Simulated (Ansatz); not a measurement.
Base system: BeO in the wurtzite structure (space group P6_3mc, No. 186).

```xyz
4
Lattice="2.7117 0.0000 0.0000 -1.3558 2.3484 0.0000 0.0000 0.0000 4.4043" Properties=species:S:1:pos:R:3 pbc="T T T"
Be     1.3558     0.7828     0.0066
Be     0.0000     1.5656     2.2087
O      1.3558     0.7828     2.7470
O      0.0000     1.5656     0.5449
```

All numbers come from DFT with PBE, PAW potentials and a 420 eV plane-wave cutoff in Ansatz (a quantum-chemistry and plane-wave program), scalar-relativistic without spin-orbit coupling, earlier PAW set.

One change was made to it. Results:

The band gap grows by 0.01 eV to 7.47 eV; the gap character stays direct at Γ; the electron mass is still 0.53 mₑ along c, 0.60 mₑ across (at Γ); the valence-band top at Γ (three highest levels, from the VBM) is still 0.00, -0.04, -0.04 eV; the lattice parameter a stays essentially unchanged (2.712 Å against 2.710 Å).

Q: Name the change that was made.
(A) pressure 0.3 GPa
(B) pressure 5 GPa
(C) pressure 7.5 GPa
(D) pressure −2 GPa
(E) pressure −1 GPa

A: A, pressure 0.3 GPa. For comparison, the band gap in the other runs: pressure 7.5 GPa gives 7.81 eV; pressure −1 GPa gives 7.41 eV; pressure 5 GPa gives 7.69 eV; pressure −2 GPa gives 7.36 eV.

Load acts through the strain it causes; cell and atoms are relaxed under it. Effective masses come from finite differences of ±0.01 Å⁻¹. Whether these cells are dynamically stable was not tested. Competing high-pressure phases were not computed.
